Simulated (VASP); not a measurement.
Set up this calculation in VASP 6.6.1, as the native input.

```yaml
Task: band structure
Functional: PBE
Potentials_or_basis: VASP PAW PBE potentials, release 64 (Mg, Sb)
Cutoff: 520 eV
k_mesh: 6 × 6 × 3
Occupations: gaussian, width 0.03 eV
Spin: spin-orbit coupling, no magnetisation
Further_INCAR_settings: ALGO = Fast; EDIFF = 1e-07; NBANDS = 31
```

The structure of Mg3Sb2 lies in POSCAR:

```
Mg3Sb2                                  
1.0
    4.5546491326     -0.0000000000      0.0000000000
   -2.2773245663      3.9444418541     -0.0000000000
    0.0000000000      0.0000000000      7.1860071754
  Mg              Sb            
     3     2
Direct
     0.3333333332999970    0.6666666667000030    0.6325098387269918
     0.6666666667000030    0.3333333332999970    0.3674901612730081
     1.0000000000000000    0.0000000000000000    0.0000000000000000
     0.3333333332999970    0.6666666667000030    0.2237411491358341
     0.6666666667000030    0.3333333332999970    0.7762588508641659
```

The input as run:

INCAR

```
SYSTEM = Mg3Sb2
PREC     = Accurate       ! precision mode
ENCUT    = 520            ! plane-wave cutoff, eV
EDIFF    = 1E-7           ! SCF threshold, eV
ISMEAR   = 0              ! smearing method
SIGMA    = 0.03           ! smearing width, eV
LREAL    = .False.        ! projectors in reciprocal space
LASPH    = .True.         ! aspherical terms in the spheres
NELM     = 80             ! most SCF steps
ALGO     = Fast           ! electronic algorithm
ISIF     = 2              ! what is computed and relaxed
LWAVE    = .False.        ! write WAVECAR
LCHARG   = .False.        ! write CHGCAR
MAGMOM   = 0 0 0 0 0 0 0 0 0 0 0 0 0 0 0 ! initial moments
LORBIT   = 11             ! projections on sites
LSORBIT  = .True.         ! spin-orbit coupling
GGA_COMPAT= .False.      
GGA      = PE             ! functional
NBANDS   = 31             ! bands
```

KPOINTS

```
Automatic mesh
0
Gamma
  6 6 3
  0 0 0
```

KPOINTS_OPT

```
explicit points
213
Reciprocal
 0.0000000000  0.0000000000  0.0000000000 1
 0.0357142857  0.0000000000  0.0000000000 1
 0.0714285714  0.0000000000  0.0000000000 1
 0.1071428571  0.0000000000  0.0000000000 1
 0.1428571429  0.0000000000  0.0000000000 1
 0.1785714286  0.0000000000  0.0000000000 1
[... 205 lines left out ...]
 0.5000000000  0.0000000000  0.0403521400 1
 0.5000000000  0.0000000000 -0.0403521400 1
```

Potentials or basis: VASP PAW PBE potentials, release 64 (Mg, Sb).

Launch:

```bash
$ cat potpaw_PBE.64/Mg/POTCAR potpaw_PBE.64/Sb/POTCAR > POTCAR
$ mpirun -np 1 vasp_ncl > vasp.out
```

It gave:

| Item | Value |
| --- | --- |
| Pressure | 1.4 GPa |
| Largest force | 0.020 eV/Å |
| Valence electrons inside the program's atomic spheres | Mg 0.34, 0.27; Sb 2.56 |

Wall time 11 min on 1 thread of Intel(R) Xeon(R) 6975P-C (Granite Rapids) (shared host), peak memory 0.55 GiB.
